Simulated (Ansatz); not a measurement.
Input and command of a plane-wave DFT calculation in Ansatz:

```yaml
crystal:
  lattice:
    - [-6.363, 0.0, 0.0]
    - [0.0, -6.363, 0.0]
    - [3.1815, 3.1815, 5.8313]
  atoms:
    - { symbol: Sn, position: [0.5099830555, 0.4941415451, 0.0066122102] }
    - { symbol: Sn, position: [0.0015427766, 0.5110412257, 0.0032710033] }
    - { symbol: Sn, position: [0.4939850614, 0.0029049361, 0.0047507866] }
    - { symbol: Sn, position: [0.4922612953, 0.500689075, 0.4938352397] }
    - { symbol: Sn, position: [0.0016778805, -0.0062508419, 0.001528763] }
    - { symbol: Sn, position: [0.0017794784, 0.5025164922, 0.4991317428] }
    - { symbol: Sn, position: [0.4971443762, -0.0049179681, 0.4945907802] }
    - { symbol: Sn, position: [0.0016260759, -0.0001244641, 0.4962794742] }
basis:
  ecutwfc: 420
kpoints:
  mp_grid: { grid: [10, 10, 10] }
hamiltonian:
  xc: pbesol
scf:
  occupations: { method: gaussian, width: 0.15 }
output:
  forces: true
  stress: true
  eigenvalues: true
```

```bash
ansatz run input.yaml --threads 2 --pin off --max-ram 5120MiB --backend cpu --events-out ev --progress --plain --runs-dir out
```

Processor: Arm Neoverse V2, 2 threads, on a host shared with other jobs.

Q: How long does it run, and how much memory does it take?

A: About 5.6 min on 2 threads of Arm Neoverse V2, on a shared host, peak memory 4.5 GiB. It solves 68 bands at 504 k points (the mesh reduced by symmetry) with about 4643 plane waves, in 7 SCF iterations.
